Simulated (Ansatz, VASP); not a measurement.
**SnSe2 in VASP and in Ansatz**

Contents of INCAR:

```
SYSTEM = SnSe2
PREC = Accurate
ENCUT = 520
EDIFF = 1E-6
ISMEAR = 0
SIGMA = 0.05
LREAL = .FALSE.
LASPH = .TRUE.
NELM = 100
ALGO = Normal
ISIF = 2
LWAVE = .FALSE.
LCHARG = .FALSE.
GGA = PS
NBANDS = 20
```

KPOINTS

```
Automatic mesh
0
G
  6 6 4
  0 0 0
```

The input POSCAR:

```
SnSe2
1.0
    3.4918669901      0.0000000000      0.0000000000
   -1.7459334950      3.0240455200      0.0000000000
    0.0000000000      0.0000000000      7.3100165154
Sn Se
1 2
Direct
    0.0000000000      0.0000000000      0.0000000000
    0.3333333333      0.6666666667      0.2500000000
    0.6666666667      0.3333333333      0.7500000000
```

Input for Ansatz:

```yaml
crystal:
  lattice:
    - [3.4918669901, 0.0, 0.0]
    - [-1.745933495, 3.02404552, 0.0]
    - [0.0, 0.0, 7.3100165154]
  atoms:
    - { symbol: Sn, position: [0.0, 0.0, 0.0] }
    - { symbol: Se, position: [0.3333333333, 0.6666666667, 0.25] }
    - { symbol: Se, position: [0.6666666667, 0.3333333333, 0.75] }
basis:
  ecutwfc: 420
kpoints:
  mp_grid: { grid: [6, 6, 4] }
hamiltonian:
  xc: pbesol
scf:
  occupations: { method: gaussian, width: 0.05 }
output:
  forces: true
  stress: true
  eigenvalues: true
```

Alike in both runs: task single point; functional PBEsol; k mesh 6 × 6 × 4; occupations gaussian, width 0.05 eV; no spin polarisation.

```csv
,VASP,Ansatz
version,VASP 6.6.1,Ansatz 0.2.0
potentials or method,"VASP PAW PBE potentials, release 64 (Sn_d, Se)","scalar-relativistic, plane waves, PAW"
plane-wave cutoff (eV),520,420
valence electrons in the cell,26,46
```

Ansatz gave:

| Quantity | Value |
| --- | --- |
| gap on the k mesh at the Fermi level (eV) | none |
| pressure (GPa) | 3.4 |
| largest component of the traceless stress (GPa) | 12.60 |
| rms of the force components (eV/Å) | 0.501 |

Question: Which values does VASP return?

Answer: gap on the k mesh at the Fermi level (eV): none; pressure (GPa): 3.5; largest component of the traceless stress (GPa): 12.57; rms of the force components (eV/Å): 0.491.

Atom by atom the forces differ by 0.010 eV/Å (rms over components). A gap of «none» marks a metal or a gap that the smearing closes. With one functional, cell and mesh, what is left measures potentials, basis and numerics. The two sets of potentials don't hold the same shells in valence.

Caveats: the PAW data sets were made with another functional, which shifts forces and pressure a little (VASP); the cell's inner coordinates are idealised or old, which leaves forces on the atoms; this functional lacks dispersion, which binds the layers, so the pressure and a relaxed spacing across them are unreliable.
